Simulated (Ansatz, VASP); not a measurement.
Two plane-wave programs on PtS2

```xyz
3
Lattice="1.7904 1.0337 5.4490 -1.7904 1.0337 5.4490 0.0000 -2.0674 5.4490" Properties=species:S:1:pos:R:3 pbc="T T T"
Pt    0.0000    0.0000    0.0000
S     0.0000    0.0000    4.2339
S     0.0000    0.0000   12.1130
```

Change from the starting cell: epitaxial_xy strain +1.5%.

Alike in both runs: task single point; functional r2SCAN; k mesh 8 × 8 × 8; no spin polarisation.

|  | VASP | Ansatz |
| --- | --- | --- |
| version | VASP 6.6.1 | Ansatz 0.2.0 |
| potentials or method | VASP PAW PBE potentials, release 64 (Pt, S) | plane waves, PAW |
| plane-wave cutoff (eV) | 520 | 500 |
| occupations | gaussian, width 0.01 eV | fixed |
| valence electrons in the cell | 22 | 30 |

Ansatz gave:

| Property | Result |
| --- | --- |
| gap on the k mesh at the Fermi level (eV) | 1.17 |
| pressure (GPa) | -1.0 |
| largest component of the traceless stress (GPa) | 2.09 |
| rms of the force components (eV/Å) | 0.019 |

Question: What did VASP give for the same quantities?

Answer: gap on the k mesh at the Fermi level (eV): 1.16; pressure (GPa): -1.0; largest component of the traceless stress (GPa): 2.07; rms of the force components (eV/Å): 0.021.

Atom by atom the forces differ by 0.003 eV/Å (rms over components). The two sets of potentials don't hold the same shells in valence.

Caveats: the PAW data sets were made with another functional, which shifts forces and pressure a little (VASP); spin-orbit coupling is left out, which moves the levels of the heavy elements. A k mesh can miss the band edges.
